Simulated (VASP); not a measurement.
# MgS (Niningerite): relaxation of cell and atoms with PBE

Crystal: MgS (Niningerite).

```
S Mg
1.0
     0.00000    2.60165    2.60165
     2.60165    0.00000    2.60165
     2.60165    2.60165    0.00000
S Mg
1 1
Direct
  0.50000 0.50000 0.50000
  0.00000 0.00000 0.00000
```

- Program: VASP 6.6.1
- Task: relaxation of cell and atoms
- Functional: PBE
- Potentials or basis: VASP PAW PBE potentials, release 64 (S, Mg)
- Cutoff: 600 eV
- k mesh: 9 × 9 × 9
- Occupations: fermi-dirac, width 0.05 eV
- Spin: no spin polarisation
- Target pressure: 20 GPa
- Further INCAR settings: ALGO = Fast; EDIFF = 1e-07; IBRION = 2; EDIFFG = -0.01; NSW = 40; ISIF = 3
- Target pressure: 20 GPa

The relaxed volume is 14.83 Å³/atom. The relaxed cell is a = 3.475 Å, b = 3.475 Å, c = 3.475 Å, α = 60.00°, β = 60.00°, γ = 60.00°. The space group after relaxing (to 0.05 Å) is Fm-3m (No. 225) and the energy change on relaxing (the enthalpy is what falls) is +158.2 meV/atom. The ionic steps are 4 and the pressure after relaxing is 20.0 GPa. The band gap on the k mesh is 3.27 eV, indirect (least direct gap 5.23 eV).

Step by step:
```tsv
step	energy change (eV)	largest force (eV/Å)	pressure (GPa)	volume (Å³)
1	0.0000	0.0000	0.89	35.22
2	1.1574	0.0000	48.91	25.56
3	0.3038	0.0000	19.42	29.76
4	0.3165	0.0000	19.95	29.66
```

Final structure:
```
S Mg
1.0
     0.00000    2.45692    2.45692
     2.45692    0.00000    2.45692
     2.45692    2.45692    0.00000
S Mg
1 1
Direct
  0.50000 0.50000 0.50000
  0.00000 0.00000 0.00000
```

Levels at points of the mesh, in eV from the valence-band top:
| k point | band 2 | band 3 | band 4 | band 5 | band 6 | band 7 |
| --- | --- | --- | --- | --- | --- | --- |
| (0.00, 0.00, 0.00) | 0.00 | 0.00 | 0.00 | 5.23 | 7.77 | 7.77 |

Wall time 36 s on 1 thread of Intel(R) Xeon(R) 6975P-C (Granite Rapids) (shared host), peak memory 0.18 GiB.

Caveat: the cell is relaxed towards a set pressure, so the enthalpy falls and the energy may rise; the volume moved by over 15 % at a fixed basis, so the end points are rough; an odd mesh through Γ misses points on the zone boundary, where band edges often lie.
